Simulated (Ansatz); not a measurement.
# SiC (P6_3mc): G0W0 under other settings

A base run on SiC (P6_3mc), then changed inputs.

Program: Ansatz 0.2.0. Level of theory: G0W0 on PBE, plane waves, PAW. Results are calculated unless marked as measured.

### Step 1. Set-up

Symmetry: P6_3mc, No. 186, hexagonal system. The conventional cell has a = 3.076 Å, b = 3.076 Å, c = 10.071 Å, α = 90.00°, β = 90.00°, γ = 120.00°. Si has 4 C at 1.88 to 1.89 Å nearest. Nearest to Si lie 4 C at 1.88 to 1.89 Å. C has 4 Si at 1.88 to 1.89 Å nearest. Nearest to C lie 4 Si at 1.88 to 1.89 Å. Farther neighbours are not listed.

Structure file:

```cif
data_structure
_symmetry_space_group_name_H-M 'P 1'
_symmetry_Int_Tables_number 1
_cell_length_a 3.0757
_cell_length_b 3.0757
_cell_length_c 10.0706
_cell_angle_alpha 90.000
_cell_angle_beta 90.000
_cell_angle_gamma 120.000
_cell_volume 82.50
loop_
_atom_site_label
_atom_site_type_symbol
_atom_site_fract_x
_atom_site_fract_y
_atom_site_fract_z
_atom_site_occupancy
Si1 Si 0.66667 0.33333 0.93784 1
Si2 Si 0.33333 0.66667 0.43784 1
Si3 Si 0.00000 0.00000 0.68789 1
Si4 Si 0.00000 0.00000 0.18789 1
C5 C 0.66667 0.33333 0.74980 1
C6 C 0.33333 0.66667 0.24980 1
C7 C 0.00000 0.00000 0.50046 1
C8 C 0.00000 0.00000 0.00046 1
```

The cell and positions are those that the Materials Project relaxed with its own functionals (PBE, PBE+U or r2SCAN), kept fixed. The default PAW set here is soft_2. Its files were made with PBE.

### Step 2. The base run: 6×6×2 mesh, 246 empty bands, screening to 120 eV

Now the one-shot GW correction: screening in the RPA, then the self-energy of the levels asked for.

input.yaml

```yaml
crystal:
  lattice:
    - [3.0756941497, 0.0, 0.0]
    - [-1.5378470748, 2.6636292679, 0.0]
    - [0.0, 0.0, 10.07064648]
  atoms:
    - { symbol: Si, position: [0.66666667, 0.33333333, 0.93784198] }
    - { symbol: Si, position: [0.33333333, 0.66666667, 0.43784198] }
    - { symbol: Si, position: [0.0, 0.0, 0.68789438] }
    - { symbol: Si, position: [0.0, 0.0, 0.18789438] }
    - { symbol: C, position: [0.66666667, 0.33333333, 0.74980259] }
    - { symbol: C, position: [0.33333333, 0.66666667, 0.24980259] }
    - { symbol: C, position: [0.0, 0.0, 0.50046005] }
    - { symbol: C, position: [0.0, 0.0, 0.00046005] }
kpoints:
  mp_grid: { grid: [6, 6, 2] }
hamiltonian:
  xc: pbe
scf:
  occupations: { method: fixed }
gw:
  n_empty_bands: 246
  ecut_chi: 120
  qp_bands: [v2, c2]
  qp_kpoints: band_edges
  screening: { model: contour_deformation }
```

Launch:

```
$ ansatz run input.yaml --threads 3 --pin off --max-ram 92160MiB --backend cuda --events-out ev --progress --plain --runs-dir out --devices 1 --max-vram 13GiB
```

Numbers of over 12 decimals in the logs are rounded to 6 here.

What it wrote:

```text
GPUs: using 1 of 1 available (devices: 1).
Engine: ansatz 0.2.0, x86_64-unknown-linux-gnu
Pseudopotentials: kind: paw
Pseudopotential: Si, paw, valence charge 4, recommended cutoff 420 eV (normal), Si.paw.azcp
Pseudopotential: C, paw, valence charge 4, recommended cutoff 420 eV (normal), C.paw.azcp
Functional definition: PBE
  parameter kappa = 0.804
  parameter beta = 0.066725
  exchange = pbe_x(kappa = kappa, mu = beta*pi^2/3)
  correlation = pbe_c(beta = beta)
device memory: the entry about to start is reckoned to put 0.8 GiB on a device that reports 51.5 GiB free (of which the cap on the GPU budget leaves the run 13.0 GiB)
GPU FFT provider: cuFFT
GPU libraries: cuBLAS 13.8.2, cuFFT 12.4.0, cuSOLVER 12.3.4
Crystal: 8 atoms, lattice volume = 82.504 Å³
Basis set: ecut = 420 eV, 1605 PW (Γ)
Bands: 24, of which v1, the nominal top of the filled ones, is band 16 counted from 1 (15 counted from 0)
Symmetry: 12 space group operations
Space group: P63mc (ITA 186), of the structure as read, at distance tolerance 4.4e-5 Å
k-points: 14 of 72
Non-local potential: Si, projectors of the file, l = 0: 2, l = 1: 2, l = 2: 2
Non-local potential: C, projectors of the file, l = 0: 2, l = 1: 2, l = 2: 1
PAW form: soft (Blöchl's): semilocal exchange-correlation on the pseudo side does not see the compensation charge
PAW one-centre angular grid: Si, 110 points (default); XC on 64 Gauss nodes
PAW one-centre angular grid: C, 110 points (default); XC on 64 Gauss nodes
Initial density: superposition of atomic densities (neutral atoms: chi_scale 0, normalization atom), corrected by the library's trained network
Initial wavefunctions: pseudopotential atomic-orbital guess
GPU buffer pool allocated for 41472 grid points (all kernels)
GPU transforms: local potential and band sums: pruned to the plane-wave sphere, on 24×24×72
Functional: x = pbe(κ = 0.804, μ = 0.219515), c = pbe(β = 0.066725)
SCF iter   1: F=—  HF=-3548.606233 eV  |F-HF|=—  |Δ(HF+E_count)|=         —  Δρ=2.41e-3  dr2=4.82e-3  ethr=1.77e-3  ⟨swp⟩=4.3  Hψ=1583  notcnv=0  defer=80
preconditioner: auto → none  [insulator: Δε(μ)=2.199 eV  Ē_g=11.975 eV  n_scr=6 (ndim 8)  ℏωp=23.1 eV  f_vac=0.000  ε∞_Penn≈4.7]
SCF iter   2: F=—  HF=-3548.606041 eV  |F-HF|=—  |Δ(HF+E_count)|=   1.92e-4  Δρ=9.21e-4  dr2=3.77e-4  ethr=1.51e-5  ⟨swp⟩=2.4  Hψ=687  notcnv=0  defer=84
SCF iter   3: F=—  HF=-3548.606152 eV  |F-HF|=—  |Δ(HF+E_count)|=   1.11e-4  Δρ=4.19e-4  dr2=5.91e-5  ethr=1.18e-6  ⟨swp⟩=2.0  Hψ=466  notcnv=0  defer=84
SCF iter   4: F=—  HF=-3548.606249 eV  |F-HF|=—  |Δ(HF+E_count)|=   9.77e-5  Δρ=1.71e-4  dr2=2.36e-5  ethr=1.85e-7  ⟨swp⟩=2.0  Hψ=491  notcnv=0  defer=75
SCF iter   5: F=—  HF=-3548.606252 eV  |F-HF|=—  |Δ(HF+E_count)|=   2.47e-6  Δρ=3.04e-5  dr2=3.24e-7  ethr=7.38e-8  ⟨swp⟩=2.1  Hψ=447  notcnv=0  defer=82
[...]
E_xc         = -422.299131
  E_vxc        = -437.859126  (∫ρ·V_xc dr)
  E_paw        = -2448.421233  (= ΣΔE_a)
  E_vpaw       = -36.923201  (= ΣTr[D̂ρ^β])
  E_aug_tail   = 0.000057  (compensation charges beyond the density's cutoff)
  E_ewald      = -1139.521310
  E_smearing   = -0.000000  (= −TS)
  E_closure    = 0.000000  (closes the sum)
  Σ components = -3548.606253   (vs F -3548.606253, Δ=0.00e0)
--- Band table (eV; the first three rows and the last of 14) ---
  k-point 0: bands = [... 12 lower, 9.0079, 9.5391, 9.5916, 9.5916, 14.6998, 15.2784, 15.8933, 15.9238, ... 4 higher]
  k-point 1: bands = [... 12 lower, 9.3852, 9.3852, 9.3852, 9.3852, 14.9083, 14.9083, 16.3668, 16.3668, ... 4 higher]
  k-point 2: bands = [... 12 lower, 8.3657, 8.4272, 9.2060, 9.3454, 14.3728, 15.0598, 15.3370, 16.4075, ... 4 higher]
  k-point 13: bands = [... 12 lower, 6.8362, 6.8362, 7.1385, 7.1385, 12.8315, 12.8315, 16.2794, 16.2794, ... 4 higher]
--- G₀W₀: contour deformation, 6 samples at zero and on the imaginary axis and 1 off it, 72 q-points, 246 empty bands' worth ---
  eigenvalues of the whole cell's RPA ε∞ on this k-mesh (on a slab, of 1 + 4πα/V) = 6.9410, 7.0210, 7.0210; static W/v taken at q = 0 is 0.142882
  bands read: the sum over 262 bands ends inside a degenerate multiplet in 1 slot, whose members it reads at an even weight; the widest, k=12: bands 262 to 263 (counted from 1) at 1/2 each
  gw.qp_kpoints: band_edges: 10 of 14 stored k-points solved, in 1 pass; an edge of the gap read off the rows below is read off those points alone
    valence top: of the k-points left out ik 8 came nearest to being solved in a further pass, in band 16 (counted from 1, as in the quasiparticle table): it holds the edge there only if its correction is more favourable than any solved in that band by at least 0.933 eV; those differ by 0.203 eV
    conduction bottom: of the k-points left out ik 10 came nearest to being solved in a further pass, in band 17 (counted from 1, as in the quasiparticle table): it holds the edge there only if its correction is more favourable than any solved in that band by at least 1.087 eV; those differ by 0.278 eV
    ik  band        ε_KS         Σx   Σc(E_QP)       V_xc       Z   E_QP_lin       E_QP  E_QP is
     0    15      9.5916   -18.3593     2.1177   -15.7701  0.7902     9.1185     9.1201  root
     0    16      9.5916   -18.3593     2.1177   -15.7701  0.7902     9.1185     9.1201  root
     0    17     14.6998    -9.1253    -4.7667   -14.4751  0.8026    15.2856    15.2830  root
     0    18     15.2784    -8.9369    -4.8965   -14.4368  0.7999    15.8850    15.8818  root
     1    15      9.3852   -18.3985     2.1750   -15.7316  0.7894     8.8917     8.8935  root
     1    16      9.3852   -18.3985     2.1750   -15.7316  0.7894     8.8917     8.8935  root
     1    17     14.9083    -9.0650    -4.8091   -14.4648  0.8018    15.5017    15.4990  root
     1    18     14.9083    -9.0650    -4.8091   -14.4648  0.8018    15.5017    15.4990  root
[...]
13    15      7.1385   -18.3251     2.7289   -14.9212  0.7780     6.4589     6.4636  root
    13    16      7.1385   -18.3251     2.7289   -14.9212  0.7780     6.4589     6.4636  root
    13    17     12.8315    -6.8414    -4.2684   -11.4568  0.8161    13.1793    13.1785  root
    13    18     12.8315    -6.8414    -4.2684   -11.4568  0.8161    13.1793    13.1785  root
[key lines of the parts left out:]
SCF converged after 6 iterations
Free energy (F): -3548.606253 eV
Fermi energy:    9.591641 eV
```

Elapsed: 31 s, on 1 × NVIDIA H100 80GB HBM3 (shared by 6 runs) with 3 threads of AMD EPYC 7R13 (Zen 3), shared host; peak memory 1.3 GiB; 20 s of CPU time.

Reading the cycles: dr2 is the Hartree energy of the density residual (eV), the measure of convergence; HF is the Harris–Foulkes estimate of the energy, which meets the free energy F at convergence.

This step gave:

| Item | Value |
| --- | --- |
| bands summed | 262 |
| RPA ε∞ on this mesh (eigenvalues) | 6.941, 7.021, 7.021 |
| plane waves in the screening matrix | 251 |
| q-points in the mesh | 72 |
| G0W0 gap on the mesh | 3.009 eV |
| k of the valence top | 0, 0, 0 |
| k of the conduction bottom | 0, -0.5, 0 |
| starting gap on the mesh | 2.224 eV |
| Z at the valence top | 0.7902 |
| Z at the conduction bottom | 0.8154 |
| least direct G0W0 gap on the computed points | 4.234 eV |

The gap on the mesh goes from 2.22 eV to 3.01 eV, a correction of +0.78 eV. Between the two edge states, bare exchange in place of the xc potential would open the gap by 6.95 eV, and correlation takes back 6.16 eV.

### Step 3. Variant: all filled levels at the zone centre

Changes to input.yaml since step 2:

```diff
@@ -21,6 +21,6 @@
 gw:
-  n_empty_bands: 246
-  ecut_chi: 120
-  qp_bands: [v2, c2]
-  qp_kpoints: band_edges
+  n_empty_bands: 187
+  ecut_chi: 100
+  qp_bands: [lowest, c2]
+  qp_kpoints: [[0, 0, 0]]
   screening: { model: contour_deformation }
```

What it wrote:

```text
GPUs: using 1 of 1 available (devices: 1).
[...]
GPU FFT provider: cuFFT
GPU libraries: cuBLAS 13.8.2, cuFFT 12.4.0, cuSOLVER 12.3.4
Crystal: 8 atoms, lattice volume = 82.504 Å³
Basis set: ecut = 420 eV, 1605 PW (Γ)
Bands: 24, of which v1, the nominal top of the filled ones, is band 16 counted from 1 (15 counted from 0)
[... 1 set-up line as in the run before ...]
[...]
k-points: 14 of 72
[...]
GPU buffer pool allocated for 41472 grid points (all kernels)
[...]
SCF iter   1: F=—  HF=-3548.606233 eV  |F-HF|=—  |Δ(HF+E_count)|=         —  Δρ=2.41e-3  dr2=4.82e-3  ethr=1.77e-3  ⟨swp⟩=4.3  Hψ=1583  notcnv=0  defer=80
[...]
SCF iter   6: F=-3548.606253 eV  HF=-3548.606253 eV  |F-HF|=2.37e-8  |Δ(HF+E_count)|=   8.81e-7  Δρ=7.53e-6  dr2=4.96e-8  ethr=3.13e-10  ⟨swp⟩=9.4  Hψ=1531  notcnv=0
SCF 1 converged in 6 iterations: F = -3548.606253 eV  dr2 = 4.96e-8
[...]
NSCF: frozen V_eff on 14 k-points, pencils in batches of 32, up to order 96
[...]
NSCF: frozen V_eff on 14 k-points
G₀W₀ screening: q 1/14
[... further progress lines ...]
SCF converged after 6 iterations
Free energy (F): -3548.606253 eV
[...]
Internal energy: -3548.606253 eV  (E = F + TS)
E sigma→0 (E₀):  -3548.606253 eV
Fermi energy:    9.591641 eV
[...]
--- Band table (eV; the first three rows and the last of 14) ---
  k-point 0: bands = [... 12 lower, 9.0079, 9.5391, 9.5916, 9.5916, 14.6998, 15.2784, 15.8933, 15.9238, ... 4 higher]
  k-point 1: bands = [... 12 lower, 9.3852, 9.3852, 9.3852, 9.3852, 14.9083, 14.9083, 16.3668, 16.3668, ... 4 higher]
  k-point 2: bands = [... 12 lower, 8.3657, 8.4272, 9.2060, 9.3454, 14.3728, 15.0598, 15.3370, 16.4075, ... 4 higher]
  k-point 13: bands = [... 12 lower, 6.8362, 6.8362, 7.1385, 7.1385, 12.8315, 12.8315, 16.2794, 16.2794, ... 4 higher]
[...]
0     1     -5.9167   -23.2615     8.1323   -14.2891  0.7333    -6.7633    -6.7568  root
     0     2     -4.7369   -23.0828     7.8259   -14.5106  0.6924    -5.4883    -5.4831  root
     0     3     -4.6998   -23.0881     7.8357   -14.5099  0.6931    -5.4466    -5.4423  root
     0     4     -2.3391   -23.4425     7.1910   -15.5239  0.7484    -3.0746    -3.0666  root
     0     5      0.9610   -19.2284     5.1148   -13.3612  0.7200     0.1993     0.2086  root
     0     6      5.2022   -19.0059     3.6418   -14.7159  0.7515     4.5463     4.5540  root
     0     7      5.2434   -18.9609     3.6080   -14.7063  0.7515     4.5887     4.5968  root
     0     8      8.4044   -18.6469     2.5858   -15.5907  0.7864     7.9323     7.9340  root
[...]
0    15      9.5916   -18.3593     2.2405   -15.7701  0.7914     9.2420     9.2429  root
     0    16      9.5916   -18.3593     2.2405   -15.7701  0.7914     9.2420     9.2429  root
     0    17     14.6998    -9.1253    -4.6813   -14.4751  0.8034    15.3719    15.3684  root
     0    18     15.2784    -8.9369    -4.8120   -14.4368  0.8006    15.9705    15.9663  root
```

The job ended after 14 s (1 × NVIDIA H100 80GB HBM3 (shared by 6 runs) with 3 threads; peak memory 1.1 GiB).

Absolute levels on the run's own zero. QP, by row:

| k index | band | KS (eV) | Sigma_x (eV) | Sigma_c (eV) | Vxc (eV) | Z | QP linearised (eV) | QP (eV) | source | doubts |
| --- | --- | --- | --- | --- | --- | --- | --- | --- | --- | --- |
| 0 | 1 | -5.917 | -23.26 | 8.132 | -14.29 | 0.7333 | -6.763 | -6.757 | root |  |
| 0 | 2 | -4.737 | -23.08 | 7.826 | -14.51 | 0.6924 | -5.488 | -5.483 | root |  |
| 0 | 3 | -4.7 | -23.09 | 7.836 | -14.51 | 0.6931 | -5.447 | -5.442 | root |  |
| 0 | 4 | -2.339 | -23.44 | 7.191 | -15.52 | 0.7484 | -3.075 | -3.067 | root |  |
| 0 | 5 | 0.961 | -19.23 | 5.115 | -13.36 | 0.72 | 0.1993 | 0.2086 | root |  |
| 0 | 6 | 5.202 | -19.01 | 3.642 | -14.72 | 0.7515 | 4.546 | 4.554 | root |  |
| 0 | 7 | 5.243 | -18.96 | 3.608 | -14.71 | 0.7515 | 4.589 | 4.597 | root |  |
| 0 | 8 | 8.404 | -18.65 | 2.586 | -15.59 | 0.7864 | 7.932 | 7.934 | root |  |
| 0 | 9 | 8.404 | -18.65 | 2.586 | -15.59 | 0.7864 | 7.932 | 7.934 | root |  |
| 0 | 10 | 8.866 | -18.5 | 2.444 | -15.63 | 0.7888 | 8.435 | 8.437 | root |  |
| 0 | 11 | 8.866 | -18.5 | 2.444 | -15.63 | 0.7888 | 8.435 | 8.437 | root |  |
| 0 | 12 | 9.008 | -18.51 | 2.408 | -15.69 | 0.7889 | 8.599 | 8.6 | root |  |
| 0 | 13 | 9.008 | -18.51 | 2.408 | -15.69 | 0.7889 | 8.599 | 8.6 | root |  |
| 0 | 14 | 9.539 | -18.28 | 2.194 | -15.74 | 0.7915 | 9.193 | 9.193 | root |  |
| 0 | 15 | 9.592 | -18.36 | 2.24 | -15.77 | 0.7914 | 9.242 | 9.243 | root |  |
| 0 | 16 | 9.592 | -18.36 | 2.24 | -15.77 | 0.7914 | 9.242 | 9.243 | root |  |
| 0 | 17 | 14.7 | -9.125 | -4.681 | -14.48 | 0.8034 | 15.37 | 15.37 | root |  |
| 0 | 18 | 15.28 | -8.937 | -4.812 | -14.44 | 0.8006 | 15.97 | 15.97 | root |  |

Against the base:

```csv
setting,base,variant
empty bands,246,187
screening cutoff (eV),120,100
levels asked,v2 to c2,lowest to c2
points asked,band edges,"[[0, 0, 0]]"
```

### Step 4. Variant: accuracy level

Changes to input.yaml since step 3:

```diff
@@ -23,4 +23,5 @@
   ecut_chi: 100
-  qp_bands: [lowest, c2]
-  qp_kpoints: [[0, 0, 0]]
+  qp_bands: [v2, c2]
+  qp_kpoints: band_edges
   screening: { model: contour_deformation }
+accuracy: low
```

What it wrote:

```text
settings of this run that can trade accuracy for cost: accuracy: low. Do not mix this run's numbers with those of runs without the same settings; the input reference describes each key
GPUs: using 1 of 1 available (devices: 1).
[...]
GPU FFT provider: cuFFT
GPU libraries: cuBLAS 13.8.2, cuFFT 12.4.0, cuSOLVER 12.3.4
Crystal: 8 atoms, lattice volume = 82.504 Å³
Basis set: ecut = 420 eV, 1605 PW (Γ)
Bands: 24, of which v1, the nominal top of the filled ones, is band 16 counted from 1 (15 counted from 0)
[... 1 set-up line as in the run before ...]
[...]
k-points: 14 of 72
[...]
GPU buffer pool allocated for 41472 grid points (all kernels)
[...]
SCF iter   1: F=—  HF=-3548.606233 eV  |F-HF|=—  |Δ(HF+E_count)|=         —  Δρ=2.41e-3  dr2=4.82e-3  ethr=1.77e-3  ⟨swp⟩=4.3  Hψ=1583  notcnv=0  defer=80
[...]
SCF iter   6: F=-3548.606253 eV  HF=-3548.606253 eV  |F-HF|=2.37e-8  |Δ(HF+E_count)|=   8.81e-7  Δρ=7.53e-6  dr2=4.96e-8  ethr=3.13e-10  ⟨swp⟩=9.4  Hψ=1531  notcnv=0
SCF 1 converged in 6 iterations: F = -3548.606253 eV  dr2 = 4.96e-8
[...]
G₀W₀ screening: q 1/14
[... further progress lines ...]
SCF converged after 6 iterations
Free energy (F): -3548.606253 eV
[...]
Internal energy: -3548.606253 eV  (E = F + TS)
E sigma→0 (E₀):  -3548.606253 eV
Fermi energy:    9.591641 eV
[...]
--- Band table (eV; the first three rows and the last of 14) ---
  k-point 0: bands = [... 12 lower, 9.0079, 9.5391, 9.5916, 9.5916, 14.6998, 15.2784, 15.8933, 15.9238, ... 4 higher]
  k-point 1: bands = [... 12 lower, 9.3852, 9.3852, 9.3852, 9.3852, 14.9083, 14.9083, 16.3668, 16.3668, ... 4 higher]
  k-point 2: bands = [... 12 lower, 8.3657, 8.4272, 9.2060, 9.3454, 14.3728, 15.0598, 15.3370, 16.4075, ... 4 higher]
  k-point 13: bands = [... 12 lower, 6.8362, 6.8362, 7.1385, 7.1385, 12.8315, 12.8315, 16.2794, 16.2794, ... 4 higher]
[...]
0    15      9.5916   -18.3593     2.2415   -15.7701  0.7914     9.2431     9.2439  root
     0    16      9.5916   -18.3593     2.2415   -15.7701  0.7914     9.2431     9.2439  root
     0    17     14.6998    -9.1253    -4.6808   -14.4751  0.8034    15.3724    15.3688  root
     0    18     15.2784    -8.9369    -4.8116   -14.4368  0.8007    15.9709    15.9667  root
     1    15      9.3852   -18.3985     2.2968   -15.7316  0.7906     9.0143     9.0152  root
     1    16      9.3852   -18.3985     2.2968   -15.7316  0.7906     9.0143     9.0152  root
     1    17     14.9083    -9.0650    -4.7235   -14.4648  0.8027    15.5884    15.5846  root
     1    18     14.9083    -9.0650    -4.7235   -14.4648  0.8027    15.5884    15.5846  root
[...]
13    15      7.1385   -18.3251     2.8279   -14.9212  0.7791     6.5592     6.5626  root
    13    16      7.1385   -18.3251     2.8279   -14.9212  0.7791     6.5592     6.5626  root
    13    17     12.8315    -6.8414    -4.2067   -11.4568  0.8165    13.2413    13.2402  root
    13    18     12.8315    -6.8414    -4.2067   -11.4568  0.8165    13.2413    13.2402  root
```

The job ended after 10 s (1 × NVIDIA H100 80GB HBM3 (shared by 6 runs) with 3 threads; peak memory 1.2 GiB; 15 s of CPU time).

The G0W0 gap on the mesh is 2.950 eV.

Against the base:

```
              setting  base  variant
          empty bands   246      187
screening cutoff (eV)   120      100
             accuracy     -      low
```

| quantity | variant | base |
| --- | --- | --- |
| starting gap on the mesh | 2.224 | 2.224 |
| G0W0 gap on the mesh | 2.950 | 3.009 |
| least direct G0W0 gap on the computed points | 4.186 | 4.234 |
| Z at the valence top | 0.791 | 0.790 |
| Z at the conduction bottom | 0.816 | 0.815 |

### Step 5. Results

| Quantity | Value |
| --- | --- |
| base | 3.01 eV, 31 s |
| all filled levels at the zone centre | direct gap at the listed points 6.13 eV, 14 s |
| accuracy level | 2.95 eV, 10 s |

In words: All filled levels at the zone centre: only the listed points were computed; the least direct gap there is 6.13 eV, with empty bands, screening cutoff, levels asked and points asked changed against the base. Accuracy level: the gap moves by −0.06 eV and the time by a factor of 0.33. The variant differs from the base in empty bands, screening cutoff and accuracy together, so the change can't be laid to one of them. All runs here use a coarse mesh and modest cutoffs; they test settings and are not final values.

[Paths, hosts, dates, memory and timing lines, banners, echoed tables and standing remarks are left out of the program output.]

[Logs are printed without paths, hosts, clocks, repeated set-up lines and the standing remarks that a program may print on its own settings, such as how far it seeks lower states.]

[Runs of the session that timed out or met a known fault of the program may be left out.]

[Cells called generated may have been cut or substituted from an entry of the Crystallography Open Database or the Materials Project.]

[Hosts, paths, dates, database ids (printed as entryN), source tags and the programs' standing remarks are cut or masked in the printed files.]
